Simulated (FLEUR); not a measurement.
# Ge (Fd-3m) in FLEUR: notebook, part 2 of 2

FLEUR MaX-R8.1 (later development tree).

**5. Equation of state, PW91, 22.64 Å³/atom**

The input, inp.xml:

```xml
<?xml version="1.0" encoding="UTF-8" standalone="no"?>
<fleurInput fleurInputVersion="0.39">
   <comment>
      Ge                                                                                                  
   </comment>
   <calculationSetup>
      <cutoffs Kmax="3.99" Gmax="12.4" GmaxXC="12.4" numbands="0"/>
      <scfLoop itmax="60" minDistance="0.00001" maxIterBroyd="15" imix="Anderson" alpha="0.05" precondParam="0.0" spinf="2.0" sdNocoIR="T"/>
      <coreElectrons ctail="T" frcor="F" kcrel="0" coretail_lmax="0"/>
      <xcFunctional name="pw91" relativisticCorrections="F"/>
      <magnetism jspins="1"/>
      <soc l_soc="F" theta="0.0" phi="0.0" spav="F"/>
      <expertModes spex="0" secvar="F"/>
      <geometryOptimization l_f="F" forcealpha="1.0" forcemix="BFGS" epsdisp="0.00001" epsforce="0.00001"/>
      <ldaU l_linMix="F" mixParam="0.05" spinf="1.0"/>
   </calculationSetup>
   <cell>
      <bzIntegration valenceElectrons="44.0" mode="hist" fermiSmearingEnergy="0.00183747">
         <kPointListSelection listName="default-1"/>
         <!-- k-points included here -->
         <xi:include xmlns:xi="http://www.w3.org/2001/XInclude" href="kpts.xml"> </xi:include>
      </bzIntegration>
      <!-- symmetry operations included here -->
      <xi:include xmlns:xi="http://www.w3.org/2001/XInclude" href="sym.xml"> </xi:include>
      <bulkLattice scale="1.0000000000">
         <bravaisMatrix>
            <row-1>    0.0000000000000000     5.3458651311421859     5.3458651311421859</row-1>
            <row-2>    5.3458651311421859     0.0000000000000000     5.3458651311421859</row-2>
            <row-3>    5.3458651311421859     5.3458651311421859     0.0000000000000000</row-3>
         </bravaisMatrix>
      </bulkLattice>
   </cell>
   <atomSpecies>
      <species name="Germanium (Ge)" element="Ge" atomicNumber="32">
         <mtSphere radius="2.08" gridPoints="707" logIncrement="0.017"/>
         <atomicCutoffs lmax="9" lnonsphr="7"/>
         <electronConfig flipSpins="F">
            <coreConfig>(1s1/2) (2s1/2) (2p1/2) (2p3/2)</coreConfig>
            <valenceConfig>(3s1/2) (3p1/2) (3p3/2) (4s1/2) (3d3/2) (3d5/2) (4p1/2) (4p3/2)</valenceConfig>
            <stateOccupation state="(4p1/2)" spinUp="0.333333" spinDown="0.333333"/>
            <stateOccupation state="(4p3/2)" spinUp="0.666667" spinDown="0.666667"/>
         </electronConfig>
         <energyParameters s="4" p="4" d="3" f="4"/>
         <lo type="SCLO" l="0" n="3" eDeriv="0"/>
         <lo type="SCLO" l="1" n="3" eDeriv="0"/>
         <lo type="SCLO" l="1" n="3" eDeriv="1"/>
         <lo type="HELO" l="2" n="4" eDeriv="0"/>
         <lo type="HELO" l="2" n="4" eDeriv="1"/>
         <lo type="SCLO" l="3" n="4" eDeriv="2"/>
      </species>
   </atomSpecies>
   <atomGroups>
      <atomGroup species="Germanium (Ge)">
         <relPos label="                   1">-3.000/8.000 -3.000/8.000 -3.000/8.000</relPos>
         <relPos label="                   2">3.000/8.000 3.000/8.000 3.000/8.000</relPos>
         <force calculate="T" relaxXYZ="TTT"/>
      </atomGroup>
   </atomGroups>
   <output dos="F" band="F" slice="F">
      <checks vchk="F" cdinf="F"/>
      <bandDOS minEnergy="-.5*Htr" maxEnergy="0.5*Htr" sigma="0.015" storeEVData="T"/>
      <vacuumDOS vacdos="F" integ="F" star="F" nstars="0" locx1="0.0" locy1="0.0" locx2="0.0" locy2="0.0" nstm="0" tworkf="0.0"/>
      <unfoldingBand unfoldBand="F" supercellX="1" supercellY="1" supercellZ="1"/>
      <plotting iplot="0" polar="F">
         <plot TwoD="T" vec1="  1.0  0.0  0.0" vec2="  0.0  1.0  0.0" vec3="  0.0  0.0  1.0" zero="  0.0  0.0  0.0" file="plot"/>
      </plotting>
      <chargeDensitySlicing numkpt="0" minEigenval="0.0" maxEigenval="0.0" nnne="0" pallst="F"/>
      <specialOutput eonly="F"/>
      <moessbauerParams electricFieldGradient="T" isomerShift="T" coreHyperfine="T" valenceHyperfine="T"/>
      <magneticCircularDichroism mcd="F" energyLo="-10.0" energyUp="0.0"/>
   </output>
  <!-- We include the file relax.xml here to enable relaxations (see documentation) -->
  <xi:include xmlns:xi="http://www.w3.org/2001/XInclude" href="relax.xml"> <xi:fallback/> </xi:include>
</fleurInput>
```

On the command line:

```
$ inpgen -f crystal.txt -profile fastHighL
$ # inp.xml edited to the form shown
$ fleur_MPI
```

Run time: 20 s. Hardware: 1 thread of Arm Neoverse V1, shared host; peak memory 0.08 GiB.

The run converged. Its results:

| Item | Value |
| --- | --- |
| Free energy | -114263.6222 eV |
| Band gap on the k mesh | none (metal or under the smearing width) |
| Valence electrons inside the program's atomic spheres | Ge 19.78 (radii Ge 2.08 bohr) |

Caveat: the plane-wave cutoff is short for the semicore states, which can make moduli rough.

**6. Equation of state, PW91, 23.54 Å³/atom (volume scaled by 1.04)**

Changes to inp.xml since step 5:

```diff
@@ -24,3 +24,3 @@
       <xi:include xmlns:xi="http://www.w3.org/2001/XInclude" href="sym.xml"> </xi:include>
-      <bulkLattice scale="1.0000000000">
+      <bulkLattice scale="1.0131594038">
          <bravaisMatrix>
```

Potentials or basis: all-electron, FLAPW.

On the command line:

```
$ inpgen -f crystal.txt -profile fastHighL
$ # inp.xml edited to the form shown
$ fleur_MPI
```

Wall time 21 s (1 thread of Arm Neoverse V1, shared host); peak memory 0.08 GiB.

Results (log left out):

```yaml
Free_energy: -114263.6448 eV
Band_gap_on_the_k_mesh: none (metal or under the smearing width)
Valence_electrons_inside_the_program's_atomic_spheres: Ge 19.76 (radii Ge 2.08 bohr)
```

Caveat: the plane-wave cutoff is short for the semicore states, which can make moduli rough.

**7. Equation of state, PW91, 24.00 Å³/atom (volume scaled by 1.06)**

Changes to inp.xml since step 6:

```diff
@@ -24,3 +24,3 @@
       <xi:include xmlns:xi="http://www.w3.org/2001/XInclude" href="sym.xml"> </xi:include>
-      <bulkLattice scale="1.0131594038">
+      <bulkLattice scale="1.0196128224">
          <bravaisMatrix>
```

On the command line:

```
$ inpgen -f crystal.txt -profile fastHighL
$ # inp.xml edited to the form shown
$ fleur_MPI
```

Wall time 24 s (1 thread of Arm Neoverse V1, shared host); peak memory 0.08 GiB.

The run converged. Its results:

```
Free energy                                           : -114263.6460 eV
Band gap on the k mesh                                : none (metal or under the smearing width)
Valence electrons inside the program's atomic spheres : Ge 19.74 (radii Ge 2.08 bohr)
```

Caveat: the plane-wave cutoff is short for the semicore states, which can make moduli rough.

**8. Equation of state, PW91**

No new run: the results of the series are fitted here.

What came out:

```yaml
Equilibrium_volume: 23.86 Å³/atom
Bulk_modulus: 55 GPa
```

Energy against volume, from the lowest point:
```tsv
volume (Å³/atom)	energy (meV/atom)
21.281	61.99
21.733	40.10
22.639	11.92
23.545	0.63
23.997	0.00
```

Caveat: the plane-wave cutoff is short for the semicore states, which can make moduli rough.

**9. Against experiment**

Step 2. A measured gap of Ge is 0.807 eV (direct; 300 K; “Electronic and optical properties of SixGe1-x-ySny alloys lattice-matched to Ge”, 2021, arxiv:2109.02782); the calculated 0.00 eV misses it by -0.81 eV. 3 values of this kind are on record (0.666 to 0.807 eV); this one was drawn at random among those near their median. Spin-orbit coupling on Ge is left out. The value is that of PW91, without temperature or zero-point motion. Semilocal functionals fall short of measured gaps as a rule.

Step 8. Measured bulk modulus of Ge: 75.8 GPa (quoted in “Sub-monolayer structures of Ag overlayers on Ge(111): experimental observations and first-principles study”, 2019, arxiv:1908.00180). This calculation gives 55 GPa (-27.9 %). The fit is for a static lattice scaled at fixed shape and fixed fractional positions. The cell as given is a measured one (22.64 Å³/atom); PW91 puts the equilibrium volume +5.4 % from it, thermal expansion not counted.
